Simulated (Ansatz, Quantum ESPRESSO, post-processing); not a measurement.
# 2H-MoS2, 1 layer in an electric field, part 2 of 2

Aim: how 2H-MoS2, 1 layer screens a field along its normal, and what the field does to its bands.

Quantum ESPRESSO 7.5; plane-wave DFT, PBE, GBRV ultrasoft pseudopotentials; geometry and cross-check by Ansatz 0.2.0 with PAW datasets.

So far. Step 13 (Bands along a path: field 0.3 V/Å): Along this path the valence top lies at Γ and the conduction bottom at K. The valence levels at Γ and K lie only 0.02 eV apart, so strain, functional or spin-orbit coupling can change their order; in real monolayers of this family spin-orbit coupling lifts K. Step 14 (Valence density): The density integrates to 26.000 electrons, as the 26 of the input ask.

### 17. Polarisability from the dipole between 0 and 0.1 V/A

Numbers from this step:

* change of slope in the vacuum: 0.10000 eV/Å
* polarisability a cell: 3.556 Å³
* sheet polarisability 4πα/A: 5.087 Å

The change of the potential energy, second field less first by z:

| z (Å) | change of the potential energy, second field less first (eV) |
| --- | --- |
| 0 | -0.379 |
| 1 | -0.658 |
| 2 | -0.558 |
| 3 | -0.458 |
| 4 | -0.358 |
| 5 | -0.259 |
| 6 | -0.160 |
| 7 | -0.0690 |
| 8 | -0.0165 |
| 9 | -0.00482 |
| 10 | -8.6e-4 |
| 11 | 0.00415 |
| 12 | 0.0112 |
| 13 | 0.0500 |
| 14 | 0.135 |
| 15 | 0.233 |
| 16 | 0.333 |
| 17 | 0.433 |
| 18 | 0.533 |
| 19 | 0.633 |
| 20 | 0.0866 |

### 18. Dipole against field

The dipole along the normal, dipole moment by applied field:

| applied field (V/Å) | dipole along the normal, dipole moment (e·Å) |
| --- | --- |
| 0.000 | 2.1e-5 |
| 0.100 | 0.0247 |
| 0.200 | 0.0495 |
| 0.300 | 0.0743 |

### 19. The same in Ansatz: field 0.1 V/Å

A second code with its own PAW datasets, on the same atoms.

Level of this step: plane-wave DFT, PBE, Ansatz PAW (Ansatz 0.2.0).

Input file input.yaml:

```yaml
crystal:
  lattice:
    - [3.1848564828, 0.0, 0.0]
    - [-1.5924282414, 2.7581666215, 0.0]
    - [0.0, 0.0, 20.262597738]
  atoms:
    - { symbol: S, position: [0.3333333333, 0.6666666667, 0.422864055] }
    - { symbol: Mo, position: [0.0, 0.0, 0.4999999972] }
    - { symbol: S, position: [0.3333333333, 0.6666666667, 0.5771359478] }
kpoints:
  mp_grid: { grid: [12, 12, 1] }
hamiltonian:
  xc: pbe
scf:
  occupations: { method: fermi_dirac, width: 0.054 }
  convergence: { dr2_threshold: 1.0e-09 }
efield:
  axis: 3
  dipole_correction: true
  ramp_position: 0.97
  ramp_width: 0.04
  amplitude: 0.1
output:
  write_potential: true
  write_density: true
  volumetric_format: npy
```

The run is started by

```sh
$ ansatz run input.yaml --threads 4 --pin off --max-ram 8192MiB --backend cpu --events-out ev --progress --plain --runs-dir out
```

Elapsed: 2.4 s, on 4 threads of Arm Neoverse V2, shared host; peak memory 0.4 GiB.

Read from the output:

```
free energy             : -6762.8172 eV
Fermi energy            : -0.2047 eV
dipole along the normal : 0.02473 e·Å
```

At 0.1 V/Å Ansatz's dipole is 0.0247 e Å against 0.0247 from pw.x.

### 20. Cross-check with Ansatz: field -0.1 V/Å

input.yaml is the input of step 19 with these lines changed:

```diff
@@ -21,3 +21,3 @@
   ramp_width: 0.04
-  amplitude: 0.1
+  amplitude: -0.1
 output:
```

Run time: 2.5 s. Hardware: 4 threads; peak memory 0.4 GiB.

Numbers from this step:

| Property | Result |
| --- | --- |
| Fermi energy | -0.2350 eV |
| dipole along the normal | -0.02472 e·Å |

### 21. Dipole against field, Ansatz

Table of dipole along the normal, dipole moment by applied field:

| applied field (V/Å) | dipole along the normal, dipole moment (e·Å) |
| --- | --- |
| -0.1000 | -0.0247 |
| 0.0000 | 1.1e-5 |
| 0.1000 | 0.0247 |

### 22. Self-consistent run, with degauss = 0.002 and nosym = True

How much does a setting matter? One run is repeated with a change.

Level of this step: plane-wave DFT, PBE, GBRV ultrasoft pseudopotentials (Quantum ESPRESSO 7.5).

Input file f1.w0.in:

```
&control
  prefix = 'f1.w0'
  outdir = './out'
  pseudo_dir = './pseudo'
  calculation = 'scf'
  tprnfor = .true.
  tefield = .true.
  dipfield = .true.
/
&system
  ibrav = 0
  nat = 3
  ntyp = 2
  ecutwfc = 40
  ecutrho = 200
  occupations = 'smearing'
  smearing = 'fd'
  degauss = 0.002
  edir = 3
  emaxpos = 0.97
  eopreg = 0.04
  eamp = 0.00194469
  nosym = .true.
/
&electrons
  conv_thr = 1e-09
  mixing_beta = 0.4
  electron_maxstep = 120
  mixing_mode = 'plain'
/
ATOMIC_SPECIES
  S   32.0600  s_pbe_v1.4.uspp.F.UPF
  Mo  95.9500  mo_pbe_v1.uspp.F.UPF
CELL_PARAMETERS angstrom
  3.18485648276904 -0.00000000000000 0.00000000000000
  -1.59242824138452 2.75816662148554 0.00000000000000
  0.00000000000000 0.00000000000000 20.26259773800000
ATOMIC_POSITIONS crystal
  S   0.333333333333 0.666666666667 0.422864055023
  Mo  -0.000000000000 -0.000000000000 0.499999997193
  S   0.333333333333 0.666666666667 0.577135947784
K_POINTS automatic
  12 12 1 0 0 0
```

The run is started by

```sh
$ OMP_NUM_THREADS=1 mpirun -n 4 pw.x -nk 4 -in f1.w0.in > f1.w0.out
```

Wall time 32 s (4 MPI ranks); peak memory 0.41 GiB.

Beside the run it was changed from:

| quantity | this run | unchanged run | difference |
| --- | --- | --- | --- |
| dipole along the normal (e·Å) | 0.02475 | 0.02471 | 4.2e-5 |
| free energy (eV) | -2554.222 | -2554.222 | 0 |
| wall time (s) | 32 | 27 |  |
| SCF iterations | 12 | 9 |  |

The free energy moves by +0 meV an atom.

This run starts from superposed atoms, the unchanged one from a saved density, so their iteration counts don't compare.

The physical values in this table move by up to 0.17 %.

### 23. Ground state, with no tefield

Another try, with an input changed as a hurried user might.

Input file f1.bad.in:

```
&control
  prefix = 'f1.bad'
  outdir = './out'
  pseudo_dir = './pseudo'
  calculation = 'scf'
  tprnfor = .true.
  dipfield = .true.
/
&system
  ibrav = 0
  nat = 3
  ntyp = 2
  ecutwfc = 40
  ecutrho = 200
  occupations = 'smearing'
  smearing = 'fd'
  degauss = 0.004
  edir = 3
  emaxpos = 0.97
  eopreg = 0.04
  eamp = 0.00194469
/
&electrons
  conv_thr = 1e-09
  mixing_beta = 0.4
  electron_maxstep = 60
  mixing_mode = 'plain'
/
ATOMIC_SPECIES
  S   32.0600  s_pbe_v1.4.uspp.F.UPF
  Mo  95.9500  mo_pbe_v1.uspp.F.UPF
CELL_PARAMETERS angstrom
  3.18485648276904 -0.00000000000000 0.00000000000000
  -1.59242824138452 2.75816662148554 0.00000000000000
  0.00000000000000 0.00000000000000 20.26259773800000
ATOMIC_POSITIONS crystal
  S   0.333333333333 0.666666666667 0.422864055023
  Mo  -0.000000000000 -0.000000000000 0.499999997193
  S   0.333333333333 0.666666666667 0.577135947784
K_POINTS automatic
  12 12 1 0 0 0
```

The run is started by

```sh
$ OMP_NUM_THREADS=1 mpirun -n 4 pw.x -nk 4 -in f1.bad.in > f1.bad.out
```

It took 11 s on 4 MPI ranks; peak memory 0.48 GiB; 44 s of CPU time.

Residual by cycle:

cycle, log10 residual and a bar from the least value:
```
        1       -1.0 ##############################
        2       -1.3 #############################
        3       -1.6 ############################
        4       -3.0 #######################
        5       -3.9 ####################
        6       -4.8 #################
        7       -5.8 ##############
        8       -6.4 ###########
        9       -8.0 ######
       10       -8.6 ####
       11       -9.7
```

The setting was moved on purpose (tefield left out, which switches off the field and the dipole correction alike), yet the run converged, and its energy lies within 1 meV an atom of the base run's, at the same geometry.

Beside the run it was changed from:

| quantity | this run | unchanged run | difference |
| --- | --- | --- | --- |
| free energy (eV) | -2554.221 | -2554.222 | 0.0012 |
| wall time (s) | 11 | 27 |  |
| SCF iterations | 11 | 9 |  |

The free energy moves by +0.41 meV an atom.

This run starts from superposed atoms, the unchanged one from a saved density, so their iteration counts don't compare.

### 24. By hand

α = Δp/E = (0.02471 − (0.00002)) e Å / 0.1 V/Å = 0.2469 e Å²/V; times e/(4πε₀) = 14.40 V Å this is 3.556 Å³. With A = 8.784 Å², 4πα/A = 5.086 Å.

### 25. Results

| Property | Result |
| --- | --- |
| polarisability along the normal, a cell | 3.56 Å³ |
| sheet polarisability 4πα/A | 5.09 Å |
| dipole without a field | 0 e·Å |
| Kohn-Sham ionisation potential, upper face | 5.94 eV |
| gap along the path at 0 V/Å | 1.66 eV |
| gap along the path at 0.2 V/Å | 1.66 eV |
| gap along the path at 0.3 V/Å | 1.66 eV |

In words: The sheet answers a field with a polarisability of 3.56 Å³ a cell, or 4πα/A = 5.09 Å (PBE, GBRV ultrasoft). In pw.x the dipole follows the field linearly over the range tried. A perfect conductor 5.09 Å thick would screen alike; the outer atoms lie 3.13 Å apart. At 0.1 V/Å the sheet takes 0.509 eV off the potential drop. At 0.2 V/Å the gap along the path is unchanged within 0.01 eV. Quantum ESPRESSO and Ansatz give 3.556 and 3.560 Å³ for the polarisability (pw.x from 0 and 0.1 V/Å, Ansatz from ±0.1 V/Å), which agree. The ions stay at their zero-field places, so this is the electrons' response alone. Semilocal gaps are too small, and in strong fields empty levels can belong to the vacuum. Spin-orbit coupling is left out; depending on the atoms that carry the levels of interest, it can split and shift them by tens to hundreds of meV.

[Logs are printed without paths, hosts, clocks, repeated set-up lines and the standing remarks that a program may print on its own settings, such as how far it seeks lower states.]

[Hosts, paths, dates, database ids (printed as entryN), source tags and the programs' standing remarks are cut or masked in the printed files.]

[Maps of the electrostatic potential energy from Ansatz leave out the sawtooth potential of an applied field or a dipole correction, so their vacuum need not be flat; planar profiles and work functions include it.]
